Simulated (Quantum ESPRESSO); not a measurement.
# Al (P6_3/mmc) in Quantum ESPRESSO: reference runs

How does Al come out in PBEsol? The cell is run as given and disturbed.

All numbers are computed with Quantum ESPRESSO 7.5; they aren't measurements. Logs are shortened: lines on timing, memory, paths and dates and some standing lists are left out, and cuts for length are marked.

## Step 1: Starting point

It takes space group P6_3/mmc (No. 194, hexagonal). The conventional cell has a = 2.812 Å, b = 2.812 Å, c = 4.867 Å, α = 90.00°, β = 90.00°, γ = 120.00°. Al (site symmetry -6m2) is surrounded by 12 Al at 2.81 to 2.93 Å.

This isn't the form of Al at room conditions, which is fcc.

## Step 2: Single point, PBEsol

File pw.in:

```
&CONTROL
  calculation = 'scf'
  prefix = 'pwscf'
  outdir = './tmp'
  pseudo_dir = './pseudo'
  tprnfor = .true.
  tstress = .true.
  disk_io = 'low'
/
&SYSTEM
  ibrav = 0
  celldm(1) = 8
  nat = 2
  ntyp = 1
  ecutwfc = 45
  ecutrho = 360
  nbnd = 8
  occupations = 'smearing'
  smearing = 'fd'
  degauss = 0.00367493
/
&ELECTRONS
  conv_thr = 4d-10
  electron_maxstep = 120
  mixing_beta = 0.5
/
ATOMIC_SPECIES
Al    26.9815 al_pbesol_v1.uspp.F.UPF
CELL_PARAMETERS alat
  0.6643462940091   0.0000000000000   0.0000000000000
 -0.3321731469928   0.5753407675200   0.0000000000000
  0.0000000000000   0.0000000000000   1.1496266987044
ATOMIC_POSITIONS crystal
Al     0.3333333333    0.6666666667    0.2500000000
Al     0.6666666667    0.3333333333    0.7500000000
K_POINTS automatic
11 11 6 0 0 0
```

File pp_density.in:

```
&INPUTPP
  prefix = 'pwscf'
  outdir = './tmp'
  filplot = 'density.dat'
  plot_num = 0
/
&PLOT
  nfile = 1
  filepp(1) = 'density.dat'
  iflag = 3
  output_format = 6
  fileout = 'density.cube'
/
```

File pp_potential.in:

```
&INPUTPP
  prefix = 'pwscf'
  outdir = './tmp'
  filplot = 'potential.dat'
  plot_num = 11
/
&PLOT
  nfile = 1
  filepp(1) = 'potential.dat'
  iflag = 3
  output_format = 6
  fileout = 'potential.cube'
/
```

Potentials or basis: GBRV 1.5 PBEsol.

On the command line:

```bash
OMP_NUM_THREADS=1 mpirun -n 2 pw.x -nk 2 -in pw.in > pw.out
OMP_NUM_THREADS=1 mpirun -n 1 pp.x -in pp_density.in > pp_density.out
OMP_NUM_THREADS=1 mpirun -n 1 pp.x -in pp_potential.in > pp_potential.out
```

pw.out:

```text
This program is part of the open-source Quantum ESPRESSO suite
     for quantum simulation of materials; please cite
         "P. Giannozzi et al., J. Phys.:Condens. Matter 21 395502 (2009);
         "P. Giannozzi et al., J. Phys.:Condens. Matter 29 465901 (2017);
         "P. Giannozzi et al., J. Chem. Phys. 152 154105 (2020);
     in publications or presentations arising from this work. More details at

     Message from routine setup:
     using ibrav=0 with symmetry is DISCOURAGED, use correct ibrav instead

     K-points division:     npool     =       2
     Subspace diagonalization in iterative solution of the eigenvalue problem:
     a serial algorithm will be used

     G-vector sticks info
     --------------------
     sticks:   dense  smooth     PW     G-vecs:    dense   smooth      PW
     Sum         703     349    109                25873     9147    1631

     Using Slab Decomposition

     bravais-lattice index     =            0
     lattice parameter (alat)  =       8.0000  a.u.
     unit-cell volume          =     224.9813 (a.u.)^3
     number of atoms/cell      =            2
     number of atomic types    =            1
     number of electrons       =         6.00
     number of Kohn-Sham states=            8
     kinetic-energy cutoff     =      45.0000  Ry
     charge density cutoff     =     360.0000  Ry
     scf convergence threshold =      4.0E-10
     mixing beta               =       0.5000
     number of iterations used =            8  plain     mixing
     Exchange-correlation= SLA  PW   PSX  PSC
                           (   1   4  10   8   0   0   0)

     celldm(1)=   8.000000  celldm(2)=   0.000000  celldm(3)=   0.000000
     celldm(4)=   0.000000  celldm(5)=   0.000000  celldm(6)=   0.000000

     crystal axes: (cart. coord. in units of alat)
               a(1) = (   0.664346   0.000000   0.000000 )
               a(2) = (  -0.332173   0.575341   0.000000 )
               a(3) = (   0.000000   0.000000   1.149627 )

     reciprocal axes: (cart. coord. in units 2 pi/alat)
               b(1) = (  1.505239  0.869050 -0.000000 )
               b(2) = (  0.000000  1.738100  0.000000 )
               b(3) = (  0.000000 -0.000000  0.869848 )

     PseudoPot. # 1 for Al read from file:
     al_pbesol_v1.uspp.F.UPF
     Pseudo is Ultrasoft + core correction, Zval =  3.0
     Generated by new atomic code, or converted to UPF format
     Using radial grid of  893 points,  3 beta functions with:
                l(1) =   0
                l(2) =   1
                l(3) =   2
     Q(r) pseudized with  8 coefficients,  rinner =    0.900   0.900   0.900
                                                       0.900   0.900

     atomic species   valence    mass     pseudopotential
     Al                3.00    26.98150     Al( 1.00)

     24 Sym. Ops., with inversion, found (12 have fractional translation)

   Cartesian axes

     site n.     atom                  positions (alat units)
         1        Al     tau(   1) = (  -0.0000000   0.3835605   0.2874067  )
         2        Al     tau(   2) = (   0.3321731   0.1917803   0.8622200  )

     number of k points=    64  Fermi-Dirac smearing, width (Ry)=  0.0037
                       cart. coord. in units 2pi/alat
        k(    1) = (   0.0000000   0.0000000   0.0000000), wk =   0.0027548
        k(    2) = (   0.0000000   0.0000000   0.1449746), wk =   0.0055096
        k(    3) = (   0.0000000   0.0000000   0.2899492), wk =   0.0055096
        k(    4) = (   0.0000000   0.0000000  -0.4349238), wk =   0.0027548
        k(    5) = (   0.0000000   0.1580091   0.0000000), wk =   0.0165289
        k(    6) = (   0.0000000   0.1580091   0.1449746), wk =   0.0330579
[... 56 lines left out ...]
        k(   63) = (   0.4105197   0.8690502   0.2899492), wk =   0.0330579
        k(   64) = (   0.4105197   0.8690502  -0.4349238), wk =   0.0165289

     Dense  grid:    25873 G-vectors     FFT dimensions: (  36,  36,  60)

     Smooth grid:     9147 G-vectors     FFT dimensions: (  24,  24,  40)

     Initial potential from superposition of free atoms

     starting charge       5.9953, renormalised to       6.0000
     Starting wfcs are    8 randomized atomic wfcs

     Self-consistent Calculation

     iteration #  1     ecut=    45.00 Ry     beta= 0.50
     Davidson diagonalization with overlap
     ethr =  1.00E-02,  avg # of iterations =  4.5

     Threshold (ethr) on eigenvalues was too large:
     Diagonalizing with lowered threshold

     Davidson diagonalization with overlap
     ethr =  1.91E-04,  avg # of iterations =  3.2

     total energy              =     -13.32481171 Ry
     estimated scf accuracy    <       0.01171325 Ry

     iteration #  2     ecut=    45.00 Ry     beta= 0.50
     Davidson diagonalization with overlap
     ethr =  1.95E-04,  avg # of iterations =  1.0

     total energy              =     -13.32397760 Ry
     estimated scf accuracy    <       0.00239670 Ry

     iteration #  3     ecut=    45.00 Ry     beta= 0.50
     Davidson diagonalization with overlap
     ethr =  3.99E-05,  avg # of iterations =  1.1

     total energy              =     -13.32408482 Ry
     estimated scf accuracy    <       0.00000407 Ry

     iteration #  4     ecut=    45.00 Ry     beta= 0.50
     Davidson diagonalization with overlap
     ethr =  6.78E-08,  avg # of iterations =  3.4

     total energy              =     -13.32408910 Ry
     estimated scf accuracy    <       0.00000014 Ry

     iteration #  5     ecut=    45.00 Ry     beta= 0.50
     Davidson diagonalization with overlap
     ethr =  2.27E-09,  avg # of iterations =  2.0

     total energy              =     -13.32408912 Ry
     estimated scf accuracy    <       0.00000005 Ry

     iteration #  6     ecut=    45.00 Ry     beta= 0.50
     Davidson diagonalization with overlap
     ethr =  8.56E-10,  avg # of iterations =  1.0

     total energy              =     -13.32408912 Ry
     estimated scf accuracy    <          5.6E-10 Ry

     iteration #  7     ecut=    45.00 Ry     beta= 0.50
     Davidson diagonalization with overlap
     ethr =  9.33E-12,  avg # of iterations =  2.0

     End of self-consistent calculation

          k = 0.0000 0.0000 0.0000 (  1135 PWs)   bands (ev):

    -3.3558   2.6772   2.8822  19.0685  19.0685  19.3575  19.3583  19.9608

          k = 0.0000 0.0000 0.1450 (  1147 PWs)   bands (ev):

    -3.1824   0.9266   4.9416  16.2280  19.2018  19.2018  19.5026  19.5026

          k = 0.0000 0.0000 0.2899 (  1154 PWs)   bands (ev):

    -2.6631  -0.6019   7.3939  13.0917  19.5965  19.5965  19.9171  19.9171

          k = 0.0000 0.0000-0.4349 (  1184 PWs)   bands (ev):

    -1.8011  -1.8011  10.1217  10.1217  20.1671  20.1671  20.1672  20.1672

          k = 0.0000 0.1580 0.0000 (  1146 PWs)   bands (ev):

    -3.1497   2.8779   3.0769  16.0542  17.4645  18.4476  19.8229  20.0383

          k = 0.0000 0.1580 0.1450 (  1152 PWs)   bands (ev):

    -2.9765   1.1273   5.1354  15.9396  16.7139  17.6086  19.0330  20.0274

          k = 0.0000 0.1580 0.2899 (  1151 PWs)   bands (ev):

    -2.4578  -0.3992   7.5821  13.2430  16.7539  18.0401  18.3791  19.7434

          k = 0.0000 0.1580-0.4349 (  1154 PWs)   bands (ev):

    -1.5969  -1.5969  10.3000  10.3000  17.4523  17.4523  18.7556  18.7556

          k = 0.0000 0.3160 0.0000 (  1158 PWs)   bands (ev):

    -2.5330   3.4751   3.6604  12.6398  16.0723  17.0442  18.1245  18.3798

          k = 0.0000 0.3160 0.1450 (  1154 PWs)   bands (ev):

    -2.3603   1.7271   5.7122  12.7820  16.2185  16.3315  16.7079  18.3649

          k = 0.0000 0.3160 0.2899 (  1146 PWs)   bands (ev):

    -1.8436   0.2071   8.1375  13.0364  14.0346  15.1497  16.6565  18.3994

          k = 0.0000 0.3160-0.4349 (  1144 PWs)   bands (ev):

    -0.9859  -0.9859  10.8053  10.8053  14.1290  14.1290  17.3852  17.3852

          k = 0.0000 0.4740 0.0000 (  1154 PWs)   bands (ev):

    -1.5104   4.4457   4.6309   9.4647  14.6640  15.0275  15.2657  16.7329

          k = 0.0000 0.4740 0.1450 (  1157 PWs)   bands (ev):

    -1.3389   2.7177   6.6445   9.6333  13.3354  15.1745  16.2792  17.0300

          k = 0.0000 0.4740 0.2899 (  1148 PWs)   bands (ev):

    -0.8255   1.2106   8.9427  10.1700  11.9865  14.7068  15.6153  17.3731

          k = 0.0000 0.4740-0.4349 (  1144 PWs)   bands (ev):

     0.0264   0.0264  10.5928  10.5928  12.0920  12.0920  16.3492  16.3492

          k = 0.0000 0.6320 0.0000 (  1152 PWs)   bands (ev):

    -0.0906   5.5483   5.9828   6.8400  12.1223  12.4225  14.3311  15.9257

          k = 0.0000 0.6320 0.1450 (  1137 PWs)   bands (ev):
[... 141 lines left out ...]
     2.3079   4.4463   7.9559   8.2489   8.8889  10.5219  10.8669  14.6718

          k = 0.2737 0.7900 0.1450 (  1145 PWs)   bands (ev):

     2.4732   4.5837   6.5112   8.3745   9.0553  10.6654  12.3482  13.3953

          k = 0.2737 0.7900 0.2899 (  1146 PWs)   bands (ev):

     2.9657   4.6770   5.4714   7.1258   9.5079  11.2704  13.1341  15.0163

          k = 0.2737 0.7900-0.4349 (  1152 PWs)   bands (ev):

     3.7665   3.7665   6.0463   6.0463  10.2851  10.2851  15.5192  15.5192

          k = 0.4105 0.7110 0.0000 (  1130 PWs)   bands (ev):

     2.1109   6.1588   6.4489   8.0811   8.3484  11.9068  12.0885  12.9363

          k = 0.4105 0.7110 0.1450 (  1137 PWs)   bands (ev):

     2.2771   5.8571   6.6040   7.0083   9.7372  10.6244  11.2672  14.4789

          k = 0.4105 0.7110 0.2899 (  1145 PWs)   bands (ev):

     2.7730   4.6935   7.0542   7.1854   9.0725   9.2467  12.8935  16.4649

          k = 0.4105 0.7110-0.4349 (  1146 PWs)   bands (ev):

     3.5893   3.5893   7.5826   7.5826   8.3927   8.3927  15.3809  15.3809

          k = 0.4105 0.8691 0.0000 (  1136 PWs)   bands (ev):

     4.0338   4.1104   6.1685   9.4668   9.6314  10.3436  10.8055  12.4482

          k = 0.4105 0.8691 0.1450 (  1143 PWs)   bands (ev):

     4.1912   4.2681   6.2833   8.2102   8.4339  10.2403  12.3365  12.5623

          k = 0.4105 0.8691 0.2899 (  1146 PWs)   bands (ev):

     4.6454   4.7241   6.3459   6.8272   7.4744   8.9631  14.5660  14.7426

          k = 0.4105 0.8691-0.4349 (  1136 PWs)   bands (ev):

     5.1686   5.1686   5.9418   5.9418   7.9153   7.9153  16.5998  16.5998

     the Fermi energy is     7.7582 ev

!    total energy              =     -13.32408912 Ry
     estimated scf accuracy    <          9.9E-11 Ry
     smearing contrib. (-TS)   =      -0.00033546 Ry
     internal energy E=F+TS    =     -13.32375366 Ry

     The total energy is F=E-TS. E is the sum of the following terms:
     one-electron contribution =       5.91747972 Ry
     hartree contribution      =       0.01715927 Ry
     xc contribution           =      -8.49419318 Ry
     ewald contribution        =     -10.76419947 Ry

     convergence has been achieved in   7 iterations

     Forces acting on atoms (cartesian axes, Ry/au):

     atom    1 type  1   force =     0.00000000    0.00000000    0.00000000
     atom    2 type  1   force =    -0.00000000   -0.00000000    0.00000000

     Total force =     0.000000     Total SCF correction =     0.000000

     Computing stress (Cartesian axis) and pressure

          total   stress  (Ry/bohr**3)                   (kbar)     P=      -13.89
   0.00000686  -0.00000000   0.00000000            1.01       -0.00        0.00
  -0.00000000   0.00000686   0.00000000           -0.00        1.01        0.00
  -0.00000000  -0.00000000  -0.00029701           -0.00       -0.00      -43.69

=------------------------------------------------------------------------------=
   JOB DONE.
=------------------------------------------------------------------------------=
```

Wall time 6.5 s (2 MPI ranks of Arm Neoverse V1, shared host); peak memory 0.14 GiB.

What came out:

| Quantity | Value |
| --- | --- |
| Free energy | -181.2835 eV |
| Pressure | -1.4 GPa |
| Band gap on the k mesh | none (metal or under the smearing width) |

## Step 3: Single point, PBEsol (atoms moved at random, drawn with an rms of 0.05 Å)

File pw.in:

```
&CONTROL
  calculation = 'scf'
  prefix = 'pwscf'
  outdir = './tmp'
  pseudo_dir = './pseudo'
  tprnfor = .true.
  tstress = .true.
  disk_io = 'nowf'
/
&SYSTEM
  ibrav = 0
  nat = 2
  ntyp = 1
  ecutwfc = 45
  ecutrho = 360
  nbnd = 8
  occupations = 'smearing'
  smearing = 'fd'
  degauss = 0.00367493
/
&ELECTRONS
  conv_thr = 4d-10
  electron_maxstep = 120
  mixing_beta = 0.5
/
ATOMIC_SPECIES
Al    26.9815 al_pbesol_v1.uspp.F.UPF
CELL_PARAMETERS angstrom
   2.8124553515    0.0000000000    0.0000000000
  -1.4062276757    2.4356577814    0.0000000000
   0.0000000000    0.0000000000    4.8668500000
ATOMIC_POSITIONS crystal
Al     0.3144180000    0.6469690000    0.2454000000
Al     0.6697910000    0.3391200000    0.7531780000
K_POINTS automatic
11 11 6 0 0 0
```

Potentials or basis: GBRV 1.5 PBEsol.

On the command line:

```bash
OMP_NUM_THREADS=1 mpirun -n 2 pw.x -nk 2 -in pw.in > pw.out
```

pw.out:

```text
This program is part of the open-source Quantum ESPRESSO suite
     for quantum simulation of materials; please cite
[... 10 lines left out ...]
     --------------------
     sticks:   dense  smooth     PW     G-vecs:    dense   smooth      PW
     Sum         703     349    109                25873     9147    1631

     Using Slab Decomposition

     bravais-lattice index     =            0
     lattice parameter (alat)  =       5.3148  a.u.
     unit-cell volume          =     224.9813 (a.u.)^3
     number of atoms/cell      =            2
     number of atomic types    =            1
     number of electrons       =         6.00
     number of Kohn-Sham states=            8
     kinetic-energy cutoff     =      45.0000  Ry
     charge density cutoff     =     360.0000  Ry
     scf convergence threshold =      4.0E-10
     mixing beta               =       0.5000
     number of iterations used =            8  plain     mixing
     Exchange-correlation= SLA  PW   PSX  PSC
                           (   1   4  10   8   0   0   0)

     celldm(1)=   5.314770  celldm(2)=   0.000000  celldm(3)=   0.000000
     celldm(4)=   0.000000  celldm(5)=   0.000000  celldm(6)=   0.000000

     crystal axes: (cart. coord. in units of alat)
               a(1) = (   1.000000   0.000000   0.000000 )
               a(2) = (  -0.500000   0.866025   0.000000 )
               a(3) = (   0.000000   0.000000   1.730463 )

     reciprocal axes: (cart. coord. in units 2 pi/alat)
               b(1) = (  1.000000  0.577350 -0.000000 )
               b(2) = (  0.000000  1.154701  0.000000 )
               b(3) = (  0.000000 -0.000000  0.577880 )

     PseudoPot. # 1 for Al read from file:
     al_pbesol_v1.uspp.F.UPF
     Pseudo is Ultrasoft + core correction, Zval =  3.0
     Generated by new atomic code, or converted to UPF format
     Using radial grid of  893 points,  3 beta functions with:
                l(1) =   0
                l(2) =   1
                l(3) =   2
     Q(r) pseudized with  8 coefficients,  rinner =    0.900   0.900   0.900
                                                       0.900   0.900

     atomic species   valence    mass     pseudopotential
     Al                3.00    26.98150     Al( 1.00)

     No symmetry found

   Cartesian axes

     site n.     atom                  positions (alat units)
         1        Al     tau(   1) = (  -0.0090665   0.5602916   0.4246556  )
         2        Al     tau(   2) = (   0.5002310   0.2936865   1.3033467  )

     number of k points=   364  Fermi-Dirac smearing, width (Ry)=  0.0037

     Number of k-points >= 100: set verbosity='high' to print them.

     Dense  grid:    25873 G-vectors     FFT dimensions: (  36,  36,  60)

     Smooth grid:     9147 G-vectors     FFT dimensions: (  24,  24,  40)

     Initial potential from superposition of free atoms

     starting charge       5.9953, renormalised to       6.0000
     Starting wfcs are    8 randomized atomic wfcs

     Self-consistent Calculation

     iteration #  1     ecut=    45.00 Ry     beta= 0.50
     Davidson diagonalization with overlap
     ethr =  1.00E-02,  avg # of iterations =  4.4

     Threshold (ethr) on eigenvalues was too large:
     Diagonalizing with lowered threshold

     Davidson diagonalization with overlap
     ethr =  1.98E-04,  avg # of iterations =  2.9

     total energy              =     -13.32435808 Ry
     estimated scf accuracy    <       0.01212056 Ry

     iteration #  2     ecut=    45.00 Ry     beta= 0.50
     Davidson diagonalization with overlap
     ethr =  2.02E-04,  avg # of iterations =  1.0

     total energy              =     -13.32366933 Ry
     estimated scf accuracy    <       0.00249359 Ry

     iteration #  3     ecut=    45.00 Ry     beta= 0.50
     Davidson diagonalization with overlap
     ethr =  4.16E-05,  avg # of iterations =  1.2

     total energy              =     -13.32375151 Ry
     estimated scf accuracy    <       0.00024581 Ry

     iteration #  4     ecut=    45.00 Ry     beta= 0.50
     Davidson diagonalization with overlap
     ethr =  4.10E-06,  avg # of iterations =  2.3

     total energy              =     -13.32379296 Ry
     estimated scf accuracy    <       0.00000152 Ry

     iteration #  5     ecut=    45.00 Ry     beta= 0.50
     Davidson diagonalization with overlap
     ethr =  2.54E-08,  avg # of iterations =  2.1

     total energy              =     -13.32379338 Ry
     estimated scf accuracy    <       0.00000005 Ry

     iteration #  6     ecut=    45.00 Ry     beta= 0.50
     Davidson diagonalization with overlap
     ethr =  8.93E-10,  avg # of iterations =  1.9

     total energy              =     -13.32379338 Ry
     estimated scf accuracy    <          1.7E-09 Ry

     iteration #  7     ecut=    45.00 Ry     beta= 0.50
     Davidson diagonalization with overlap
     ethr =  2.83E-11,  avg # of iterations =  1.9

     End of self-consistent calculation

     Number of k-points >= 100: set verbosity='high' to print the bands.

     the Fermi energy is     7.7481 ev

!    total energy              =     -13.32379338 Ry
     estimated scf accuracy    <          7.7E-11 Ry
     smearing contrib. (-TS)   =      -0.00035619 Ry
     internal energy E=F+TS    =     -13.32343720 Ry

     The total energy is F=E-TS. E is the sum of the following terms:
     one-electron contribution =       5.91383743 Ry
     hartree contribution      =       0.01891333 Ry
     xc contribution           =      -8.49465901 Ry
     ewald contribution        =     -10.76152895 Ry

     convergence has been achieved in   7 iterations

     Forces acting on atoms (cartesian axes, Ry/au):

     atom    1 type  1   force =     0.00090066    0.00176410    0.00471666
     atom    2 type  1   force =    -0.00090066   -0.00176410   -0.00471666

     Total force =     0.007235     Total SCF correction =     0.000010

     Computing stress (Cartesian axis) and pressure

          total   stress  (Ry/bohr**3)                   (kbar)     P=      -12.99
   0.00001484   0.00000099   0.00000224            2.18        0.15        0.33
   0.00000099   0.00000955   0.00000430            0.15        1.40        0.63
   0.00000224   0.00000430  -0.00028932            0.33        0.63      -42.56

=------------------------------------------------------------------------------=
   JOB DONE.
=------------------------------------------------------------------------------=
```

Run time: 20 s. Hardware: 2 MPI ranks of Arm Neoverse V1, shared host; peak memory 0.18 GiB.

Results:

```
Free energy            : -181.2794 eV
Pressure               : -1.3 GPa
Largest force          : 0.132 eV/Å
Band gap on the k mesh : none (metal or under the smearing width)
```

Forces in eV/Å, atoms in the order of the input:
```
Al   0.023  0.045  0.121
Al  -0.023 -0.045 -0.121
```
